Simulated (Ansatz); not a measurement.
**Equation of state of BN**

```cif
data_structure
_symmetry_space_group_name_H-M 'P 1'
_symmetry_Int_Tables_number 1
_cell_length_a 2.5562
_cell_length_b 2.5562
_cell_length_c 2.5562
_cell_angle_alpha 60.000
_cell_angle_beta 60.000
_cell_angle_gamma 60.000
_cell_volume 11.81
loop_
_atom_site_label
_atom_site_type_symbol
_atom_site_fract_x
_atom_site_fract_y
_atom_site_fract_z
_atom_site_occupancy
B1 B 0.00000 0.00000 0.00000 1
N1 N 0.75000 0.75000 0.75000 1
```

The runs use the primitive cell with vectors (0.000, 1.808, 1.808), (1.808, 0.000, 1.808), (1.808, 1.808, 0.000) Å, to which the k mesh refers.

The geometry is COD entry 9008834, unchecked; take it as a test cell.

All numbers are computed: DFT, LDA, all-electron LAPW, scalar-relativistic (Ansatz 0.2.0); DFT, LDA, PAW with Ansatz's default frozen-core files, scalar-relativistic (Ansatz 0.2.0).

For LAPW: a Γ-centred 11×11×11 k mesh, Fermi–Dirac smearing of 0.02 eV, basis error target 0.5 meV/atom, no spin polarisation. PAW takes a cutoff of 420 eV at this cell (files made with PBE, cores remade for this functional). The Ansatz runs share mesh, smearing and spin set-up. Plane-wave (PAW) pressures include the program's estimate of the Pulay term.

The cell above is scaled evenly, with fractional coordinates and shape held.

Task: Estimate the equilibrium volume and bulk modulus that full-potential LAPW gives for this fixed shape.

Result: V0 = 5.74 Å³/atom, B0 = 402 GPa, B0′ = 3.6, from a third-order Birch–Murnaghan fit to these pressures:
| V/V(cell) | V (Å³/atom) | P, LAPW (GPa) | P, PAW (GPa) | gap on the k mesh, LAPW (eV) | free energy over the lowest listed, PAW (meV/atom) |
| --- | --- | --- | --- | --- | --- |
| 0.9400 | 5.551 | 14.32 | 14.15 | 4.54 | 7.6 |
| 0.9600 | 5.669 | 5.12 | 4.96 | 4.51 | 0.6 |
| 0.9800 | 5.787 | -3.25 | -3.37 | 4.48 | 0.0 |
| 0.9900 | 5.846 | -7.14 | -7.27 | 4.47 | 2.1 |
| 1.0000 | 5.905 | -10.85 | -10.97 | 4.46 | 5.4 |
| 1.0100 | 5.964 | -14.39 | -14.50 | 4.44 | 10.1 |
| 1.0200 | 6.023 | -17.76 | -17.87 | 4.43 | 16.1 |
| 1.0400 | 6.141 | -24.05 | -24.13 | 4.40 | 31.5 |
| 1.0600 | 6.260 | -29.76 | -29.82 | 4.38 | 51.5 |

PAW's V0 lies -0.04 % from the all-electron value and its B0 -0.1 %. Symmetry fixes shape and coordinates here, so this is the relaxed modulus.
